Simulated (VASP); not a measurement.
# BN (F-43m) in VASP: elastic constants with LDA

Aim: the elastic constants of BN with LDA.

All numbers are computed with VASP 6.6.1; they aren't measurements. Logs are shortened: lines on timing, memory, paths and dates and some standing lists are left out, and cuts for length are marked.

## (1) The crystal as given

The structure is cubic, space group F-43m (No. 216). Conventional cell: a = 3.626 Å, b = 3.626 Å, c = 3.626 Å, α = 90.00°, β = 90.00°, γ = 90.00°. B (site symmetry -43m) is surrounded by 4 N at 1.57 Å. Around N (site symmetry -43m) lie 4 B at 1.57 Å.

The cell is a database's computed one.

## (2) Elastic constants, LDA

POSCAR

```
BN
1.0
    0.0000000000      1.8130010000      1.8130010000
    1.8130010000      0.0000000000      1.8130010000
    1.8130010000      1.8130010000      0.0000000000
B N
1 1
Direct
    0.0000000000      0.0000000000      0.0000000000
    0.2500000000      0.2500000000      0.2500000000
```

INCAR.step1

```
SYSTEM = BN
  PREC = Accurate
  ENCUT = 580
  EDIFF = 1E-8
  ISMEAR = 0
  SIGMA = 0.02
  LREAL = .FALSE.
  LASPH = .TRUE.
  NELM = 80
  ALGO = Fast
  ISIF = 3
  LWAVE = .FALSE.
  LCHARG = .FALSE.
  GGA = CA
  IBRION = 2
  NSW = 40
  EDIFFG = -0.002
```

INCAR.step2

```
SYSTEM = BN
  PREC = Accurate
  ENCUT = 580
  EDIFF = 1E-8
  ISMEAR = 0
  SIGMA = 0.02
  LREAL = .FALSE.
  LASPH = .TRUE.
  NELM = 80
  ALGO = Fast
  ISIF = 3
  LWAVE = .FALSE.
  LCHARG = .FALSE.
  GGA = CA
  IBRION = 6
  NFREE = 2
  POTIM = 0.015
  NSW = 1
```

KPOINTS

```
Automatic mesh
0
G
  12 12 12
  0 0 0
```

Potentials or basis: VASP PAW LDA potentials, release 64 (B, N).

Command:

```sh
$ cat potpaw_LDA.64/B/POTCAR potpaw_LDA.64/N/POTCAR > POTCAR
$ cp INCAR.step1 INCAR
$ mpirun -np 1 vasp_std > vasp.out
$ cp CONTCAR POSCAR
$ cp INCAR.step2 INCAR
$ mpirun -np 1 vasp_std > vasp.out
```

OUTCAR:

```text
SYSTEM = BN
   PREC = Accurate
   ENCUT = 580
   EDIFF = 1E-8
   ISMEAR = 0
   LREAL = .FALSE.
   LASPH = .TRUE.
   NELM = 80
   ISIF = 3
   GGA = CA
   IBRION = 6
   NFREE = 2
   POTIM = 0.015
   NSW = 1

 ion  position               nearest neighbor table
   1  0.000  0.000  0.000-   2 1.55   2 1.55   2 1.55   2 1.55
   2  0.250  0.250  0.250-   1 1.55   1 1.55   1 1.55   1 1.55

  LATTYP: Found a face centered cubic cell.
 ALAT       =     3.5827772413

  Lattice vectors:

 A1 = (   0.0000000000,   1.7913886206,   1.7913886206)
 A2 = (   1.7913886206,   0.0000000000,   1.7913886206)
 A3 = (   1.7913886206,   1.7913886206,   0.0000000000)

Analysis of symmetry for initial positions (statically):
=====================================================================
 Subroutine PRICEL returns:
 Original cell was already a primitive cell.

 Routine SETGRP: Setting up the symmetry group for a
 face centered cubic supercell.

 Subroutine GETGRP returns: Found 24 space group operations
 (whereof 24 operations were pure point group operations)
 out of a pool of 48 trial point group operations.

The static configuration has the point symmetry T_d .

Analysis of symmetry for dynamics (positions and initial velocities):
=====================================================================
 Subroutine PRICEL returns:
 Original cell was already a primitive cell.

 Routine SETGRP: Setting up the symmetry group for a
 face centered cubic supercell.

 Subroutine GETGRP returns: Found 24 space group operations
 (whereof 24 operations were pure point group operations)
 out of a pool of 48 trial point group operations.

The dynamic configuration has the point symmetry T_d .

 Subroutine INISYM returns: Found 24 space group operations
 (whereof 24 operations are pure point group operations),
 and found     1 'primitive' translations

----------------------------------------------------------------------------------------

                                     Primitive cell

  volume of cell :      11.4974

  direct lattice vectors                    reciprocal lattice vectors
     0.000000000  1.791388621  1.791388621    -0.279113083  0.279113083  0.279113083
     1.791388621  0.000000000  1.791388621     0.279113083 -0.279113083  0.279113083
     1.791388621  1.791388621  0.000000000     0.279113083  0.279113083 -0.279113083

  length of vectors
     2.533406083  2.533406083  2.533406083     0.483438040  0.483438040  0.483438040

  position of ions in fractional coordinates (direct lattice)
     0.000000000  0.000000000  0.000000000
     0.250000000  0.250000000  0.250000000

  ion indices of the primitive-cell ions
   primitive index   ion index
                 1           1
                 2           2

----------------------------------------------------------------------------------------

 KPOINTS: Automatic mesh

Automatic generation of k-mesh.
 Grid dimensions read from file:
 generate k-points for:   12   12   12

 Generating k-lattice:

[... 110 lines left out ...]
  free energy    TOTEN  =       -19.41554371 eV

  energy without entropy =      -19.41554371  energy(sigma->0) =      -19.41554371

------------------------ aborting loop because EDIFF is reached ----------------------------------------

  FORCE on cell =-STRESS in cart. coord.  units (eV):
  Direction    XX          YY          ZZ          XY          YZ          ZX
  --------------------------------------------------------------------------------------
  -------------------------------------------------------------------------------------
  Total        0.0038806      0.0038806      0.0038806      0.0000000     -0.0000000     -0.0000000
  in kB        0.5407730      0.5407730      0.5407730      0.0000000     -0.0000000     -0.0000000
  external PRESSURE =       0.5407730 kB  Pullay stress =       0.0000000 kB
[... 89 lines left out ...]
  FREE ENERGIE OF THE ION-ELECTRON SYSTEM (eV)
  ---------------------------------------------------
  free  energy   TOTEN  =       -19.4087766427 eV

  energy  without entropy=      -19.4087766427  energy(sigma->0) =      -19.40877664

[... ionic steps 4 to 14 ...]

--------------------------------------- Ionic step       15  -------------------------------------------

 number of electron       7.9999999 magnetization

------------------------ aborting loop because EDIFF is reached ----------------------------------------
[... 67 lines left out ...]
--------------------------------------- Ionic step       17  -------------------------------------------

 number of electron       7.9999999 magnetization

 Free energy of the ion-electron system (eV)
  ---------------------------------------------------
  ext. energy  EPLUGINS =         0.00000000
  ---------------------------------------------------
  free energy    TOTEN  =       -19.41266558 eV

  energy without entropy =      -19.41266558  energy(sigma->0) =      -19.41266558

 E-fermi :   7.9447     XC(G=0): -13.2343

 val. band max:        7.8651710157   @ k =   0.0000   0.0000   0.0000
 cond. band min:      12.1003654086   @ k =   0.5000   0.5000   0.0000
 fundamental gap:      4.2351943929
 Fermi energy:         7.9446803644

 k-point     1 :       0.0000    0.0000    0.0000
  band No.  band energies     occupation
      1     -12.6485      2.00000
      2       7.5871      2.00000
      3       7.7307      2.00000
      4       7.8652      2.00000
      5      16.4287      0.00000
      6      16.5347      0.00000
      7      16.6561      0.00000
      8      18.6085      0.00000
[... 243 lines left out ...]
 k-point    24 :      -0.4167    0.1667    0.0000
  band No.  band energies     occupation
      1      -7.8672      2.00000
      2      -2.5431      2.00000
      3       3.5658      2.00000
      4       5.0654      2.00000
      5      17.0280      0.00000
      6      20.1113      0.00000
      7      20.2436      0.00000
      8      23.6444      0.00000

 [... further k-points ...]

------------------------ aborting loop because EDIFF is reached ----------------------------------------

  FORCE on cell =-STRESS in cart. coord.  units (eV):
  Direction    XX          YY          ZZ          XY          YZ          ZX
  --------------------------------------------------------------------------------------
  -------------------------------------------------------------------------------------
  Total        0.0072988      0.0101315      0.0101315      0.0000000      0.0424769      0.0000000
  in kB        1.0170991      1.4118346      1.4118346      0.0000000      5.9192194      0.0000000
  external PRESSURE =       1.2802561 kB  Pullay stress =       0.0000000 kB
[... 17 lines left out ...]
  FREE ENERGIE OF THE ION-ELECTRON SYSTEM (eV)
  ---------------------------------------------------
  free  energy   TOTEN  =       -19.4126655755 eV

  energy  without entropy=      -19.4126655755  energy(sigma->0) =      -19.41266558

 INTERNAL STRAIN TENSORS FROM STRAINED CELLS
 ============================================

 INTERNAL STRAIN TENSOR FOR ION    1 for displacements in x,y,z  (eV/Angst):
          X           Y           Z          XY          YZ          ZX
  --------------------------------------------------------------------------------
  x    -0.00000    -0.00000     0.00000    -0.00000     2.82716     0.00000
  y    -0.00000     0.00000     0.00000     0.00000    -0.00000     2.82749
  z     0.00000    -0.00000     0.00000     2.82685    -0.00000     0.00000

 INTERNAL STRAIN TENSORS FROM DISPLACED ATOMS
 ============================================

 INTERNAL STRAIN TENSOR FOR ION    1 for displacements in x,y,z  (eV/Angst):
          X           Y           Z          XY          YZ          ZX
  --------------------------------------------------------------------------------
  x     0.00000     0.00000     0.00000     0.00000     2.82431     0.00000
  y     0.00000     0.00000     0.00000     0.00000     0.00000     2.82431
  z     0.00000     0.00000     0.00000     2.82431     0.00000     0.00000

 INTERNAL STRAIN TENSOR FOR ION    2 for displacements in x,y,z  (eV/Angst):
          X           Y           Z          XY          YZ          ZX
  --------------------------------------------------------------------------------
  x    -0.00000     0.00000     0.00000     0.00000    -2.83042     0.00000
  y    -0.00000     0.00000    -0.00000     0.00000     0.00000    -2.83042
  z     0.00000     0.00000     0.00000    -2.83042     0.00000     0.00000

 Eigenvectors and eigenvalues of the dynamical matrix
 ----------------------------------------------------

   1 f  =   32.015652 THz   201.160273 2PiTHz 1067.927191 cm-1   132.406037 meV
             X         Y         Z           dx          dy          dz
      0.000000  0.000000  0.000000     0.000000   -0.751213    0.000000
      0.895694  0.895694  0.895694     0.000000    0.660060    0.000000
[... 21 lines left out ...]
   6 f/i=    0.001219 THz     0.007659 2PiTHz    0.040659 cm-1     0.005041 meV
             X         Y         Z           dx          dy          dz
      0.000000  0.000000  0.000000    -0.601235   -0.268970    0.043016
      0.895694  0.895694  0.895694    -0.684265   -0.306114    0.048957

--------------------------------------------------------------------------------------------------------

 ELASTIC MODULI CONTR FROM IONIC RELAXATION (kBar)
 Direction    XX          YY          ZZ          XY          YZ          ZX
 --------------------------------------------------------------------------------
 XX          -0.0000      0.0000      0.0000      0.0000     -0.0000     -0.0000
 YY           0.0000     -0.0000      0.0000      0.0000      0.0000      0.0000
 ZZ           0.0000      0.0000     -0.0000     -0.0000      0.0000     -0.0000
 XY           0.0000      0.0000     -0.0000    -43.5405      0.0000     -0.0000
 YZ          -0.0000      0.0000      0.0000      0.0000    -43.5405      0.0000
 ZX          -0.0000      0.0000     -0.0000     -0.0000      0.0000    -43.5405
 --------------------------------------------------------------------------------

 TOTAL ELASTIC MODULI (kBar)
 Direction    XX          YY          ZZ          XY          YZ          ZX
 --------------------------------------------------------------------------------
 XX        8211.1130   1915.0862   1915.0862      0.0000     -0.0000      0.0000
 YY        1915.0862   8211.1130   1915.0862      0.0000      0.0000     -0.0000
 ZZ        1915.0862   1915.0862   8211.1130      0.0000      0.0000     -0.0000
 XY           0.0000      0.0000      0.0000   4747.4504      0.0000     -0.0000
 YZ          -0.0000      0.0000      0.0000      0.0000   4747.4504      0.0000
 ZX           0.0000     -0.0000     -0.0000     -0.0000      0.0000   4747.4504
 --------------------------------------------------------------------------------
```

Wall time 3.1 min (1 thread of Intel Xeon Platinum 8488C (Sapphire Rapids), shared host); peak memory 0.23 GiB.

Results:

```
Relaxed volume                                          : 5.75 Å³/atom
Relaxed cell                                            : a = 2.533 Å, b = 2.533 Å, c = 2.533 Å, α = 60.00°, β = 60.00°, γ = 60.00°
Space group after relaxing (to 0.05 Å)                  : F-43m (No. 216)
Elastic constants C11, C12, C44                         : 821, 192, 475 GPa
Voigt bulk modulus                                      : 401 GPa
Highest phonon frequency at Γ, LO-TO splitting left out : 1068 cm⁻¹
```

The path:
```tsv
step	energy change (eV)	largest force (eV/Å)	pressure (GPa)	volume (Å³)
1	0.0000	0.0000	-13.53	11.92
2	0.0027	0.0000	16.22	11.07
3	-0.0183	0.0000	-0.10	11.50
4	-0.0183	0.0000	0.19	11.49
5	-0.0183	0.0000	-0.18	11.50
6	-0.0183	0.0000	0.00	11.50
```

Final structure:
```
B N
1.0
     0.00000    1.79139    1.79139
     1.79139    0.00000    1.79139
     1.79139    1.79139    0.00000
B N
1 1
Direct
  0.00000 0.00000 0.00000
  0.25000 0.25000 0.25000
```

Phonon frequencies in cm⁻¹ (negative: imaginary):
```csv
q point,frequencies
"(0.000, 0.000, 0.000)",0 0 0 1068 1068 1068
```

Elastic tensor in Voigt notation (GPa, in the Cartesian axes of the cell as first typed):
```
821 192 192   0   0   0
192 821 192   0   0   0
192 192 821   0   0   0
  0   0   0 475   0   0
  0   0   0   0 475   0
  0   0   0   0   0 475
```

Clamped-ion elastic tensor (GPa):
```
821 192 192   0   0   0
192 821 192   0   0   0
192 192 821   0   0   0
  0   0   0 479   0   0
  0   0   0   0 479   0
  0   0   0   0   0 479
```
